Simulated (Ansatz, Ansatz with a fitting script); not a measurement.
# TiO2 (Anatase): converging an RPA energy

Aim: see which settings move the RPA energy of TiO2 (Anatase), and what they cost.

Method: EXX+RPA on PBE, plane waves, norm-conserving pseudopotentials, in Ansatz 0.2.0.

### 1. Starting point

The structure is tetragonal, space group I4_1/amd (No. 141). Conventional cell: a = 3.784 Å, b = 3.784 Å, c = 9.515 Å, α = 90.00°, β = 90.00°, γ = 90.00°. Ti has 6 O at 1.93 to 1.98 Å nearest. Nearest to O lie 3 Ti at 1.93 to 1.98 Å. Farther neighbours and most contacts between anions are not listed.

As a file:

```cif
data_structure
_symmetry_space_group_name_H-M 'P 1'
_symmetry_Int_Tables_number 1
_cell_length_a 5.4582
_cell_length_b 5.4582
_cell_length_c 5.4582
_cell_angle_alpha 139.435
_cell_angle_beta 139.435
_cell_angle_gamma 58.713
_cell_volume 68.13
loop_
_atom_site_label
_atom_site_type_symbol
_atom_site_fract_x
_atom_site_fract_y
_atom_site_fract_z
_atom_site_occupancy
Ti1 Ti 0.00000 0.00000 0.00000 1
Ti2 Ti 0.75000 0.25000 0.50000 1
O3 O 0.20810 0.20810 0.00000 1
O4 O 0.95810 0.45810 0.50000 1
O5 O 0.54190 0.04190 0.50000 1
O6 O 0.79190 0.79190 0.00000 1
```

The cell and positions come from the Crystallography Open Database and are kept as given unless a step says otherwise. The program's search for lower electronic states was switched off, so nothing shows that the state found is the lowest.

### 2. Base settings, 3×3×3 mesh, cutoffs to 160 eV, 313 empty bands

The RPA correlation energy is summed at several response cutoffs, since it converges slowly from above.

File input.yaml:

```yaml
crystal:
  lattice:
    - [-1.8921, 1.8921, 4.7573]
    - [1.8921, -1.8921, 4.7573]
    - [1.8921, 1.8921, -4.7573]
  atoms:
    - { symbol: Ti, position: [0.0, 0.0, 0.0] }
    - { symbol: Ti, position: [0.75, 0.25, 0.5] }
    - { symbol: O, position: [0.2081, 0.2081, 0.0] }
    - { symbol: O, position: [0.9581, 0.4581, 0.5] }
    - { symbol: O, position: [0.5419, 0.0419, 0.5] }
    - { symbol: O, position: [0.7919, 0.7919, 0.0] }
kpoints:
  mp_grid: { grid: [3, 3, 3] }
hamiltonian:
  xc: pbe
  pseudopotentials: { kind: nc }
scf:
  occupations: { method: fixed }
  lower_state_search: "off"
  convergence: { dr2_threshold: 1.0e-09 }
output:
  rpa_energy:
    ecut_chi_ladder: [96, 112, 128, 144, 160]
    long_wavelength: optical_limit
    n_empty_bands: 313
basis:
  ecutwfc: 1240.0
  xc_grid: 3
```

Started as:

```console
$ ansatz run input.yaml --threads 8 --pin off --max-ram 18432MiB --backend cpu --events-out ev --progress --plain --runs-dir out
```

Numbers of over 12 decimals in the logs are rounded to 6 here.

The log of the run:

```text
Engine: ansatz 0.2.0, aarch64-unknown-linux-gnu
Pseudopotentials: kind: nc
Pseudopotential: Ti, nc, valence charge 12, recommended cutoff 1155 eV (normal), Ti.nc.azcp
Pseudopotential: O, nc, valence charge 6, recommended cutoff 1240 eV (normal), O.nc.azcp
Functional definition: PBE
  parameter kappa = 0.804
  parameter beta = 0.066725
  exchange = pbe_x(kappa = kappa, mu = beta*pi^2/3)
  correlation = pbe_c(beta = beta)
Crystal: 6 atoms, lattice volume = 68.125 Å³
Basis set: ecut = 1240 eV, 6747 PW (Γ), exchange–correlation on 192×192×192 points (27 copies of the dense FFT grid, shifted against one another)
Bands: 30, of which v1, the nominal top of the filled ones, is band 24 counted from 1 (23 counted from 0)
Symmetry: 16 space group operations
Space group: I41/amd (ITA 141), of the structure as read, at distance tolerance 4.1e-5 Å
k-points: 6 of 27
Non-local potential: Ti, projectors of the file, l = 0: 2, l = 1: 2, l = 2: 2
Non-local potential: O, projectors of the file, l = 0: 2, l = 1: 2, l = 2: 1
Initial density: superposition of atomic densities (chi_scale 0.1, normalization cell, long waves kept (reshape's long-wave potential 0.00 eV rms))
Initial wavefunctions: pseudopotential atomic-orbital guess
Functional: x = pbe(κ = 0.804, μ = 0.219515), c = pbe(β = 0.066725)
SCF iter   1: F=—  HF=-5102.808309 eV  |F-HF|=—  |Δ(HF+E_count)|=         —  Δρ=6.78e-2  dr2=3.09e0  ethr=3.10e-3  ⟨swp⟩=5.0  Hψ=695  notcnv=0  defer=15
preconditioner: auto → none  [insulator: Δε(μ)=2.477 eV  Ē_g=9.868 eV  n_scr=14 (ndim 8)  ℏωp=25.4 eV  f_vac=0.000  ε∞_Penn≈7.7]
SCF iter   2: F=—  HF=-5102.393045 eV  |F-HF|=—  |Δ(HF+E_count)|=   4.15e-1  Δρ=6.67e-2  dr2=2.30e0  ethr=3.10e-3  ⟨swp⟩=2.7  Hψ=351  notcnv=0  defer=18
SCF iter   3: F=—  HF=-5102.190853 eV  |F-HF|=—  |Δ(HF+E_count)|=   2.02e-1  Δρ=3.43e-2  dr2=8.48e-1  ethr=3.10e-3  ⟨swp⟩=3.2  Hψ=337  notcnv=0  defer=16
SCF iter   4: F=—  HF=-5102.085524 eV  |F-HF|=—  |Δ(HF+E_count)|=   1.05e-1  Δρ=1.70e-2  dr2=2.03e-1  ethr=1.77e-3  ⟨swp⟩=2.5  Hψ=246  notcnv=0  defer=22
SCF iter   5: F=—  HF=-5102.061982 eV  |F-HF|=—  |Δ(HF+E_count)|=   2.35e-2  Δρ=2.83e-3  dr2=4.75e-3  ethr=4.23e-4  ⟨swp⟩=2.8  Hψ=261  notcnv=0  defer=23
SCF iter   6: F=—  HF=-5102.063387 eV  |F-HF|=—  |Δ(HF+E_count)|=   1.40e-3  Δρ=6.17e-4  dr2=2.09e-4  ethr=9.91e-6  ⟨swp⟩=2.8  Hψ=337  notcnv=0  defer=24
SCF iter   7: F=—  HF=-5102.063383 eV  |F-HF|=—  |Δ(HF+E_count)|=   3.65e-6  Δρ=2.17e-4  dr2=3.72e-5  ethr=4.35e-7  ⟨swp⟩=3.0  Hψ=291  notcnv=0  defer=21
SCF iter   8: F=—  HF=-5102.063388 eV  |F-HF|=—  |Δ(HF+E_count)|=   4.70e-6  Δρ=1.12e-4  dr2=9.92e-6  ethr=7.75e-8  ⟨swp⟩=1.8  Hψ=198  notcnv=0  defer=20
SCF iter   9: F=—  HF=-5102.063386 eV  |F-HF|=—  |Δ(HF+E_count)|=   1.45e-6  Δρ=1.77e-5  dr2=2.57e-7  ethr=2.07e-8  ⟨swp⟩=2.3  Hψ=257  notcnv=0  defer=21
SCF iter  10: F=—  HF=-5102.063386 eV  |F-HF|=—  |Δ(HF+E_count)|=   1.81e-8  Δρ=1.60e-6  dr2=1.13e-9  ethr=5.35e-10  ⟨swp⟩=3.0  Hψ=355  notcnv=0  defer=20
SCF iter  11: F=-5102.063386 eV  HF=-5102.063386 eV  |F-HF|=7.38e-10  |Δ(HF+E_count)|=  4.50e-10  Δρ=1.02e-6  dr2=8.10e-10  ethr=2.08e-12  ⟨swp⟩=13.0  Hψ=734  notcnv=0
SCF 1 converged in 11 iterations: F = -5102.063386 eV  dr2 = 8.10e-10
NSCF: frozen V_eff on 6 k-points
EXX+RPA screening: q 1/6 (q-point 3)
EXX+RPA screening: q 2/6 (q-point 4)
EXX+RPA screening: q 3/6 (q-point 2)
EXX+RPA screening: q 4/6 (q-point 6)
EXX+RPA screening: q 5/6
EXX+RPA screening: q 6/6 (q-point 1)
NSCF: frozen V_eff on 1 k-points
NSCF: frozen V_eff on 1 k-points
[...]
SCF converged after 11 iterations
Free energy (F): -5102.063386 eV
Harris-Foulkes:  -5102.063386 eV  (|F-HF|=7.38e-10)
Internal energy: -5102.063386 eV  (E = F + TS)
E sigma→0 (E₀):  -5102.063386 eV
Fermi energy:    7.199621 eV
--- Per-component energies (eV) ---
  E_band       = -456.422296
  E_kinetic    = 2533.588890
  E_local      = -4430.256500  (includes V_loc(G=0)·N_el)
  E_nonlocal   = -283.495576
  E_hartree    = 1387.766376
  E_xc         = -987.471024
  E_vxc        = -1051.793022  (∫ρ·V_xc dr)
  E_ewald      = -3322.195552
  E_smearing   = -0.000000  (= −TS)
  E_closure    = -0.000000  (closes the sum)
  Σ components = -5102.063386   (vs F -5102.063386, Δ=0.00e0)
--- Band table (eV; the first three rows and the last of 6) ---
  k-point 0: bands = [... 20 lower, 6.5479, 6.5479, 6.8363, 6.8363, 9.4394, 10.1848, 11.3235, 11.3235, ... 2 higher]
  k-point 1: bands = [... 20 lower, 5.2416, 6.3540, 6.7207, 7.1996, 10.3989, 10.6548, 10.8207, 11.1533, ... 2 higher]
  k-point 2: bands = [... 20 lower, 5.6520, 6.4451, 6.4959, 6.7166, 10.4266, 10.7236, 10.8751, 10.9458, ... 2 higher]
  k-point 5: bands = [... 20 lower, 6.0539, 6.4781, 6.5481, 6.5983, 10.3446, 10.7410, 10.8698, 10.9187, ... 2 higher]
--- EXX+RPA: 3×3×3 mesh (6 irreducible q, 75/162 k–q pairs), 337 bands' worth read of 342 solved (the sum completed by the states above those read; Γ's head and wings end at those read), 24 occupied, 13 frequency nodes, the response taken to reach 790.5 eV, pair-density box ratio 4, q→0 included in E_x (Coulomb truncated on the Wigner–Seitz cell) and E_c (k·p head, wings) ---
  smallest occupied→empty transition 2.240e0 eV, smallest direct gap 2.483e0 eV
  indirect gap at most 2.240e0 eV, over 6 k-points of the mesh
  E_x                     =      -716.254291 eV
  E_xc[n_v+n_c], E_xc[n_v] =      -987.471020, -781.450086 eV (parent functional, the pass's orbitals; any nonlocal part keeps n_c)
  E_c ladder  E_cut^χ (eV)   ⟨N_G⟩      E_cut^sphere (eV)      E_c (eV)
                   96.00      144.6             95.58        -54.320398
                  112.00      182.3            111.55        -58.919934
                  128.00      223.2            127.70        -62.884533
                  144.00      267.4            144.02        -66.361820
                  160.00      313.2            160.05        -69.303093
  E_c(E_cut→∞)            =       -81.368707 ± 1.160492 eV  (E_cut^-3/2 fit over 5 rungs)
  S(q), 5 of 5 wave vectors   |q| (1/Å)       S_0(q)   S_0 (bands read)   S_RPA(q)   (top rung; structure_factors; the frequency nodes sum S_0 to within 2.7e-7)
    ( 0.3333,  0.3333, -0.3333)    0.44025     0.033473           0.033225   0.016274
    ( 0.0000,  0.3333,  0.0000)    0.59563     0.057727           0.057270   0.029042
    ( 0.0000,  0.0000,  0.3333)    0.78271     0.094351           0.093550   0.049346
    ( 0.3333,  0.6667, -0.6667)    0.86163     0.110717           0.109736   0.058950
    ( 0.0000, -0.6667,  0.3333)    0.89803     0.120128           0.119059   0.063986
  core–valence xc dropped  : E_EXX =     -4830.846657 eV   E_EXX+RPA =     -4912.215364 eV
  core–valence xc semilocal: E_EXX =     -5036.867591 eV   E_EXX+RPA =     -5118.236298 eV
```

Run time: 2.9 min. Hardware: 8 threads of Arm Neoverse N1, shared host; peak memory 2.8 GiB.

Numbers from this step:

| Quantity | Value |
| --- | --- |
| exact exchange energy | -716.2543 eV |
| RPA correlation energy | -81.3687 eV |

Extrapolated from these cutoffs, the correlation energy is -13.56 eV per atom (fit error 0.19); such a limit moves with the range of cutoffs.

RPA ladder, by row:

```tsv
response cutoff (eV)	mean plane waves	sphere-equivalent cutoff (eV)	correlation energy (eV)
96	144.6	95.58	-54.32
112	182.3	111.6	-58.92
128	223.2	127.7	-62.88
144	267.4	144	-66.36
160	313.2	160	-69.3
```

### 3. Base settings, 3×3×3 mesh, cutoffs to 160 eV, 328 empty bands, volume +5 %

The cell differs from the one that the last finished run ended in (a 5.458 → 5.548 Å, b 5.458 → 5.548 Å, c 5.458 → 5.548 Å).

Edit input.yaml of step 2 so:

```diff
@@ -2,5 +2,5 @@
   lattice:
-    - [-1.8921, 1.8921, 4.7573]
-    - [1.8921, -1.8921, 4.7573]
-    - [1.8921, 1.8921, -4.7573]
+    - [-1.9231235467, 1.9231235467, 4.8353023883]
+    - [1.9231235467, -1.9231235467, 4.8353023883]
+    - [1.9231235467, 1.9231235467, -4.8353023883]
   atoms:
@@ -25,3 +25,3 @@
     long_wavelength: optical_limit
-    n_empty_bands: 313
+    n_empty_bands: 328
 basis:
```

The log of the run:

```text
[...]
Crystal: 6 atoms, lattice volume = 71.532 Å³
Basis set: ecut = 1240 eV, 7075 PW (Γ), exchange–correlation on 192×192×192 points (27 copies of the dense FFT grid, shifted against one another)
Bands: 30, of which v1, the nominal top of the filled ones, is band 24 counted from 1 (23 counted from 0)
Symmetry: 16 space group operations
[...]
k-points: 6 of 27
[...]
( 0.0000,  0.3333,  0.0000)    0.58602     0.057109           0.056669   0.028626
    ( 0.0000,  0.0000,  0.3333)    0.77008     0.093344           0.092574   0.048632
    ( 0.3333,  0.6667, -0.6667)    0.84773     0.109747           0.108803   0.058122
    ( 0.0000, -0.6667,  0.3333)    0.88354     0.118996           0.117967   0.063074
  core–valence xc dropped  : E_EXX =     -4830.609698 eV   E_EXX+RPA =     -4912.299362 eV
  core–valence xc semilocal: E_EXX =     -5036.551682 eV   E_EXX+RPA =     -5118.241346 eV
[key lines of the parts left out:]
SCF converged after 11 iterations
Free energy (F): -5102.056806 eV
Fermi energy:    6.591100 eV
```

It took 3.1 min on 8 threads; peak memory 3 GiB.

This step gave:

```
exact exchange energy  : -713.2112 eV
RPA correlation energy : -81.6897 eV
```

Extrapolated from these cutoffs, the correlation energy is -13.61 eV per atom (fit error 0.19); such a limit moves with the range of cutoffs.

RPA ladder, by row:

```tsv
response cutoff (eV)	mean plane waves	sphere-equivalent cutoff (eV)	correlation energy (eV)
96	152.9	96.03	-54.73
112	192.5	112	-59.32
128	237.1	128.7	-63.41
144	280.2	143.8	-66.61
160	327.4	159.6	-69.51
```

### 4. Response cutoff, 3×3×3 mesh, cutoffs to 90 eV, 132 empty bands

input.yaml, the sections that differ from step 3:

```yaml
crystal:
  lattice:
    - [-1.8921, 1.8921, 4.7573]
    - [1.8921, -1.8921, 4.7573]
    - [1.8921, 1.8921, -4.7573]
  atoms:
    - { symbol: Ti, position: [0.0, 0.0, 0.0] }
    - { symbol: Ti, position: [0.75, 0.25, 0.5] }
    - { symbol: O, position: [0.2081, 0.2081, 0.0] }
    - { symbol: O, position: [0.9581, 0.4581, 0.5] }
    - { symbol: O, position: [0.5419, 0.0419, 0.5] }
    - { symbol: O, position: [0.7919, 0.7919, 0.0] }
output:
  rpa_energy:
    ecut_chi_ladder: [54, 63, 72, 81, 90]
    long_wavelength: optical_limit
    n_empty_bands: 132
# kpoints, hamiltonian, scf, basis: as in step 3
```

The log of the run:

```text
[...]
Crystal: 6 atoms, lattice volume = 68.125 Å³
Basis set: ecut = 1240 eV, 6747 PW (Γ), exchange–correlation on 192×192×192 points (27 copies of the dense FFT grid, shifted against one another)
Bands: 30, of which v1, the nominal top of the filled ones, is band 24 counted from 1 (23 counted from 0)
Symmetry: 16 space group operations
[...]
k-points: 6 of 27
[...]
( 0.0000,  0.3333,  0.0000)    0.59563     0.057727           0.056182   0.029113
    ( 0.0000,  0.0000,  0.3333)    0.78271     0.094351           0.091647   0.049471
    ( 0.3333,  0.6667, -0.6667)    0.86163     0.110717           0.107407   0.059135
    ( 0.0000, -0.6667,  0.3333)    0.89803     0.120128           0.116537   0.064209
  core–valence xc dropped  : E_EXX =     -4830.846657 eV   E_EXX+RPA =     -4894.898270 eV
  core–valence xc semilocal: E_EXX =     -5036.867591 eV   E_EXX+RPA =     -5100.919204 eV
[key lines of the parts left out:]
SCF converged after 11 iterations
Free energy (F): -5102.063386 eV
Fermi energy:    7.199621 eV
```

Wall time 2 min (8 threads); peak memory 1.3 GiB.

This step gave:

- exact exchange energy: -716.2543 eV
- RPA correlation energy: -64.0516 eV

Extrapolated from these cutoffs, the correlation energy is -10.68 eV per atom (fit error 0.25); such a limit moves with the range of cutoffs.

### 5. Response cutoff, 3×3×3 mesh, cutoffs to 90 eV, 138 empty bands, volume +5 %

Edit input.yaml of step 4 so:

```diff
@@ -2,5 +2,5 @@
   lattice:
-    - [-1.8921, 1.8921, 4.7573]
-    - [1.8921, -1.8921, 4.7573]
-    - [1.8921, 1.8921, -4.7573]
+    - [-1.9231235467, 1.9231235467, 4.8353023883]
+    - [1.9231235467, -1.9231235467, 4.8353023883]
+    - [1.9231235467, 1.9231235467, -4.8353023883]
   atoms:
@@ -25,3 +25,3 @@
     long_wavelength: optical_limit
-    n_empty_bands: 132
+    n_empty_bands: 138
 basis:
```

The log of the run:

```text
[...]
Crystal: 6 atoms, lattice volume = 71.532 Å³
Basis set: ecut = 1240 eV, 7075 PW (Γ), exchange–correlation on 192×192×192 points (27 copies of the dense FFT grid, shifted against one another)
Bands: 30, of which v1, the nominal top of the filled ones, is band 24 counted from 1 (23 counted from 0)
Symmetry: 16 space group operations
[...]
k-points: 6 of 27
[...]
( 0.0000,  0.3333,  0.0000)    0.58602     0.057109           0.055608   0.028702
    ( 0.0000,  0.0000,  0.3333)    0.77008     0.093344           0.090718   0.048748
    ( 0.3333,  0.6667, -0.6667)    0.84773     0.109747           0.106544   0.058314
    ( 0.0000, -0.6667,  0.3333)    0.88354     0.118996           0.115514   0.063291
  core–valence xc dropped  : E_EXX =     -4830.609698 eV   E_EXX+RPA =     -4894.376130 eV
  core–valence xc semilocal: E_EXX =     -5036.551682 eV   E_EXX+RPA =     -5100.318114 eV
[key lines of the parts left out:]
SCF converged after 11 iterations
Free energy (F): -5102.056806 eV
Fermi energy:    6.591100 eV
```

Run time: 2 min. Hardware: 8 threads; peak memory 1.4 GiB; 15 min of CPU time.

Numbers from this step:

```yaml
exact_exchange_energy: -713.2112 eV
rpa_correlation_energy: -63.7664 eV
```

Extrapolated from these cutoffs, the correlation energy is -10.63 eV per atom (fit error 0.25); such a limit moves with the range of cutoffs.

### 6. Response cutoff, 3×3×3 mesh, cutoffs to 240 eV, 575 empty bands

input.yaml, the sections that differ from step 5:

```yaml
crystal:
  lattice:
    - [-1.8921, 1.8921, 4.7573]
    - [1.8921, -1.8921, 4.7573]
    - [1.8921, 1.8921, -4.7573]
  atoms:
    - { symbol: Ti, position: [0.0, 0.0, 0.0] }
    - { symbol: Ti, position: [0.75, 0.25, 0.5] }
    - { symbol: O, position: [0.2081, 0.2081, 0.0] }
    - { symbol: O, position: [0.9581, 0.4581, 0.5] }
    - { symbol: O, position: [0.5419, 0.0419, 0.5] }
    - { symbol: O, position: [0.7919, 0.7919, 0.0] }
output:
  rpa_energy:
    ecut_chi_ladder: [144, 168, 192, 216, 240]
    long_wavelength: optical_limit
    n_empty_bands: 575
# kpoints, hamiltonian, scf, basis: as in step 5
```

The log of the run:

```text
[...]
Crystal: 6 atoms, lattice volume = 68.125 Å³
Basis set: ecut = 1240 eV, 6747 PW (Γ), exchange–correlation on 192×192×192 points (27 copies of the dense FFT grid, shifted against one another)
Bands: 30, of which v1, the nominal top of the filled ones, is band 24 counted from 1 (23 counted from 0)
Symmetry: 16 space group operations
[...]
k-points: 6 of 27
[...]
( 0.0000,  0.3333,  0.0000)    0.59563     0.057727           0.057538   0.029026
    ( 0.0000,  0.0000,  0.3333)    0.78271     0.094351           0.094022   0.049324
    ( 0.3333,  0.6667, -0.6667)    0.86163     0.110717           0.110316   0.058918
    ( 0.0000, -0.6667,  0.3333)    0.89803     0.120128           0.119693   0.063954
  core–valence xc dropped  : E_EXX =     -4830.846657 eV   E_EXX+RPA =     -4920.875300 eV
  core–valence xc semilocal: E_EXX =     -5036.867591 eV   E_EXX+RPA =     -5126.896234 eV
[key lines of the parts left out:]
SCF converged after 11 iterations
Free energy (F): -5102.063386 eV
Fermi energy:    7.199621 eV
```

It took 5.5 min on 8 threads; peak memory 5.5 GiB; 42 min of CPU time.

This step gave:

| Property | Result |
| --- | --- |
| exact exchange energy | -716.2543 eV |
| RPA correlation energy | -90.0286 eV |

Extrapolated from these cutoffs, the correlation energy is -15.00 eV per atom (fit error 0.12); such a limit moves with the range of cutoffs.

### 7. Response cutoff, 3×3×3 mesh, cutoffs to 240 eV, 603 empty bands, volume +5 %

Edit input.yaml of step 6 so:

```diff
@@ -2,5 +2,5 @@
   lattice:
-    - [-1.8921, 1.8921, 4.7573]
-    - [1.8921, -1.8921, 4.7573]
-    - [1.8921, 1.8921, -4.7573]
+    - [-1.9231235467, 1.9231235467, 4.8353023883]
+    - [1.9231235467, -1.9231235467, 4.8353023883]
+    - [1.9231235467, 1.9231235467, -4.8353023883]
   atoms:
@@ -25,3 +25,3 @@
     long_wavelength: optical_limit
-    n_empty_bands: 575
+    n_empty_bands: 603
 basis:
```

The log of the run:

```text
[...]
Crystal: 6 atoms, lattice volume = 71.532 Å³
Basis set: ecut = 1240 eV, 7075 PW (Γ), exchange–correlation on 192×192×192 points (27 copies of the dense FFT grid, shifted against one another)
Bands: 30, of which v1, the nominal top of the filled ones, is band 24 counted from 1 (23 counted from 0)
Symmetry: 16 space group operations
[...]
k-points: 6 of 27
[...]
( 0.0000,  0.3333,  0.0000)    0.58602     0.057109           0.056927   0.028610
    ( 0.0000,  0.0000,  0.3333)    0.77008     0.093344           0.093027   0.048612
    ( 0.3333,  0.6667, -0.6667)    0.84773     0.109747           0.109361   0.058088
    ( 0.0000, -0.6667,  0.3333)    0.88354     0.118996           0.118576   0.063041
  core–valence xc dropped  : E_EXX =     -4830.609698 eV   E_EXX+RPA =     -4920.879899 eV
  core–valence xc semilocal: E_EXX =     -5036.551682 eV   E_EXX+RPA =     -5126.821883 eV
[key lines of the parts left out:]
SCF converged after 11 iterations
Free energy (F): -5102.056806 eV
Fermi energy:    6.591100 eV
```

The job ended after 5.6 min (8 threads; peak memory 5.9 GiB).

This step gave:

```yaml
exact_exchange_energy: -713.2112 eV
rpa_correlation_energy: -90.2702 eV
```

Extrapolated from these cutoffs, the correlation energy is -15.05 eV per atom (fit error 0.12); such a limit moves with the range of cutoffs.

(Continued in part 2 of 3.)

[Paths, hosts, dates, memory and timing lines, banners, echoed tables and standing remarks are left out of the program output.]

[Logs are printed without paths, hosts, clocks, repeated set-up lines and the standing remarks that a program may print on its own settings, such as how far it seeks lower states.]

[Runs of the session that timed out or met a known fault of the program may be left out.]

[Hosts, paths, dates, database ids (printed as entryN), source tags and the programs' standing remarks are cut or masked in the printed files.]
